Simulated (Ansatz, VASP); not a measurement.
Two plane-wave programs on Cu

```
Cu
1.0
     2.33646    0.00000    0.00000
     0.00000    2.33646    0.00000
     0.00000    0.00000    2.33646
Cu
1
Cartesian
  0.0000 0.0000 0.0000
```

The cell was built by a generator and needn't be a form met in nature.

Alike in both runs: task relaxation of cell and atoms; functional RPBE; k mesh 13 × 13 × 13; occupations fermi-dirac, width 0.1 eV; no spin polarisation.

|  | VASP | Ansatz |
| --- | --- | --- |
| version | VASP 6.6.1 | Ansatz 0.2.0 |
| potentials or method | VASP PAW PBE potentials, release 64 (Cu) | plane waves (420 eV) with PAW, scalar-relativistic |
| plane-wave cutoff (eV) | 600 | 420 |
| valence electrons in the cell | 11 | 19 |

```csv
,VASP,Ansatz,Ansatz less VASP
relaxed volume (Å³/atom),14.55,14.51,-0.041
relaxed cell length with the largest relative difference (Å),2.441,2.439,-0.0023
energy change over the relaxation (meV/atom),-81,-76,+5.0
```

The two sets of potentials don't hold the same shells in valence.

Caveats: the PAW data sets were made with another functional, which shifts forces and pressure a little (VASP).
